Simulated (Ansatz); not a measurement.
CaO (from a published structure) (r2SCAN geometry), in Ansatz:

```cif
data_structure
_symmetry_space_group_name_H-M 'Fm-3m'
_symmetry_Int_Tables_number 225
_cell_length_a 4.7951
_cell_length_b 4.7951
_cell_length_c 4.7951
_cell_angle_alpha 90.000
_cell_angle_beta 90.000
_cell_angle_gamma 90.000
_cell_volume 110.25
loop_
_atom_site_label
_atom_site_type_symbol
_atom_site_symmetry_multiplicity
_atom_site_Wyckoff_symbol
_atom_site_fract_x
_atom_site_fract_y
_atom_site_fract_z
_atom_site_occupancy
Ca1 Ca 4 a 0.00000 0.00000 0.00000 1
O1 O 4 b 0.50000 0.00000 0.00000 1
```

G0W0@PBE with 151 empty bands, a screening cutoff of 180 eV and a 6×6×6 mesh (PAW, contour deformation) gives 5.902 eV over the mesh points, from a PBE gap of 3.653 eV; it sums over 159 bands with 169 plane waves in the screening and a wave cutoff of 420 eV. No extrapolation in bands, cutoff or mesh was made for G0W0. Spin-unpolarised calculation; the starting structure is a published one, and the numbers are computed.

(1) Estimate the gap with frequency model Godby-Needs pole.

(2) Another run gave a Kohn-Sham gap of 3.653 eV and a G0W0 gap of 5.732 eV, summing over 70 bands with 59 plane waves in the screening and a wave cutoff of 420 eV. What was changed?

Answers

(1) 5.857 eV (-0.045 eV), from a Kohn-Sham gap of 3.653 eV.

(2) Empty bands 62, screening cutoff 100 eV. The counts of bands and plane waves show that both rose or fell; the cutoff follows only within a few eV.
